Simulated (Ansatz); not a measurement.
## Fe under changes of volume

One of the cells (11.435 Å³/atom); the others are scaled copies at fixed shape and fractional positions:

```
CELL_PARAMETERS angstrom
0.00000 1.94174 1.96511
1.49844 0.00000 1.96511
1.49844 1.94174 0.00000
ATOMIC_POSITIONS crystal
Fe 0.00000 0.00000 0.00000
```

```yaml
Program: Ansatz 0.2.0
Functional: LDA
Potentials_or_basis: Ansatz PAW
Cutoff: "420 eV (not typed: the program's choice for these potentials)"
k_mesh: 13 × 13 × 13
Occupations: fermi-dirac, width 0.05 eV
Spin: collinear spin, ferromagnetic start
Starting_moments: "[3.0] μB"
```

```csv
volume (Å³/atom),energy over the lowest point (meV/atom),pressure (GPa),moment (μB per cell)
10.749,0.00,-7.5,2.03
10.978,14.05,-11.8,2.06
11.207,33.89,-15.5,2.10
11.435,58.58,-18.7,2.14
11.664,87.34,-21.4,2.19
11.893,119.55,-23.6,2.23
12.121,?,?,?
```

What does the run at 12.121 Å³/atom give?

Energy over the lowest point 154.60 meV/atom; pressure -25.5 GPa; moment 2.28 μB per cell.

Worked out: A Birch-Murnaghan fit of order 3 (a polynomial in V^(-2/3)) to the other rows has its minimum at 10.43 Å³/atom, just outside them, with B0 = V·E''(V) = 277 GPa and B' = 6.5 at fixed shape and positions, which overstates the stiffness. It gives 154.34 meV/atom at 12.121 Å³/atom, against the run's 154.60, and -dE/dV = -25.3 GPa, against -25.5. A straight line through the other rows of the moment, of slope 0.179 μB per Å³/atom, extrapolates to 2.27 μB, against the run's 2.28.

Energies are extrapolated to zero smearing.

Caveats: the PAW data sets come from PBE, with cores solved anew for the run's functional, which leaves a small shift of forces and pressure.
